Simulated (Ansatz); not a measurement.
Al2O3:

```
CELL_PARAMETERS angstrom
4.61378 0.00000 0.00000
0.00000 9.56328 0.00000
0.00000 0.00000 3.11986
ATOMIC_POSITIONS crystal
Al 0.98298 0.82457 0.00000
Al 0.01702 0.17543 0.00000
Al 0.48297 0.67543 0.50000
Al 0.51702 0.32457 0.50000
O 0.50000 0.50000 0.50000
O 0.12363 0.75305 0.50000
O 0.37637 0.25305 0.00000
O 0.62364 0.74695 0.00000
O 0.00000 0.00000 0.00000
O 0.87636 0.24695 0.50000
```

Measurements of this composition are mostly on another form, of space group No. 167.

```yaml
Program: Ansatz 0.2.0
Task: relaxation of cell and atoms
Functional: BLYP
Dispersion: D3(BJ)
Potentials_or_basis: Ansatz PAW
Cutoff: "420 eV (not typed: the program's choice for these potentials)"
k_mesh: 6 × 3 × 9
Occupations: fermi-dirac, width 0.05 eV
Spin: no spin polarisation
```

At the start: volume 13.77 Å³/atom.

How do energy, volume and symmetry change on relaxing?

It ends after 17 steps and the volume is 12.57 Å³/atom (-8.7 %); space group Pnnm (No. 58, to 0.05 Å).

The path:
| step | energy change (eV) | largest force (eV/Å) | volume (Å³) |
| --- | --- | --- | --- |
| 1 | 0.0000 | 0.2111 | 137.66 |
| 2 | -0.0634 | 0.1462 | 137.22 |
| 3 | -0.1290 | 0.1397 | 137.41 |
| 4 | -0.1605 | 0.1262 | 136.99 |
| 5 | -0.1971 | 0.2051 | 137.51 |
| 6 | -0.2577 | 0.0604 | 134.67 |
| 7 | -0.2935 | 0.2933 | 131.61 |
| 8 | -0.3156 | 0.1835 | 129.65 |
| 9 | -0.3323 | 0.0214 | 127.37 |
| 10 | -0.3323 | 0.0068 | 127.38 |
| 11 | -0.3324 | 0.0009 | 127.38 |
| 12 | -0.3047 | 0.0015 | 127.38 |
| 13 | -0.3126 | 0.0107 | 125.98 |
| 14 | -0.3131 | 0.0013 | 125.87 |
| 15 | -0.3072 | 0.0014 | 125.87 |
| 16 | -0.3081 | 0.0007 | 125.67 |
| 17 | -0.3071 | 0.0007 | 125.67 |

Final structure:
```
Al O
1.0
     4.41088    0.00000    0.00000
     0.00000    9.45088    0.00000
     0.00000    0.00000    3.01465
Al O
4 6
Cartesian
  5.0940 7.9178 0.0000
  -0.6831 1.5331 0.0000
  2.8886 6.2585 1.5073
  1.5223 3.1924 1.5073
  2.2054 4.7254 1.5073
  1.5805 7.5222 1.5073
  0.6250 2.7967 0.0000
  3.7859 6.6541 0.0000
  0.0000 0.0000 0.0000
  2.8304 1.9287 1.5073
```

Caveat: the plane-wave basis is chosen anew once the cell has moved, so the energies of steps on either side of that aren't comparable; the pressure holds a Pulay correction of +0.7 GPa for the finite cutoff; the PAW data sets come from PBE, with cores solved anew for the run's functional, which leaves a small shift of forces and pressure.
